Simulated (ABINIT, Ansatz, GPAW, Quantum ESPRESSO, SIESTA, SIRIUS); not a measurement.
## Sb: programs and potentials compared

```
Sb
1.0
    -1.57758    1.58021    2.71183
     1.56699   -1.54428    2.68478
     1.60429    1.57099   -2.69094
Sb
1
Cartesian
  0.0066 0.0476 0.0149
```

This isn't the form of Sb at room conditions, which is rhombohedral.

The given cell was strained at random by a few per cent at fixed volume.

Alike in all runs: task single point; functional PBEsol; k mesh 12 × 12 × 12; occupations fermi-dirac, width 0.05 eV; no spin polarisation; no spin-orbit coupling. Pressure is positive in compression and, in plane waves, holds the error of the finite cutoff.

| program and potentials | plane-wave cutoff (eV) | notes | band gap (eV) | pressure (GPa) | energy over the undisturbed cell (meV/atom) |
| --- | --- | --- | --- | --- | --- |
| Quantum ESPRESSO, GBRV 1.5 PBEsol | 612 | - | no gap | -1.50 | -1.20 |
| Ansatz, all-electron LAPW, scalar-relativistic | - | - | no gap | -1.34 | - |
| ABINIT, PseudoDojo NC SR PBEsol v0.4.1 standard | 1088 | - | no gap | -1.38 | - |
| SIRIUS, PseudoDojo 0.4.1 PBEsol standard (scalar relativistic) | 1102 | - | no gap | -1.34 | - |
| SIESTA, files PseudoDojo sr-pbesol-0.4.1-standard, DZP (energy shift 0.003 Ry; two zetas on semicore shells) | - | atomic basis | no gap | 0.63 | 0.25 |
| GPAW, PAW data sets generated for this functional | 600 | - | no gap | -1.68 | -1.12 |

None finds a gap. The pressure spans -1.68 (GPAW, PAW data sets generated for this functional) to 0.63 GPa (SIESTA, files PseudoDojo sr-pbesol-0.4.1-standard, DZP (energy shift 0.003 Ry; two zetas on semicore shells)), with all-electron results at -1.34. The pressure on the cell as given of SIESTA, files PseudoDojo sr-pbesol-0.4.1-standard, DZP (energy shift 0.003 Ry; two zetas on semicore shells) lies far from the others; the cause wasn't traced. Rows in atomic bases carry the error of their basis and grid, which can be large.

The functional is the same throughout but for its coding, so the spread measures potentials, basis and numerics; runs on potential files found faulty are left out.
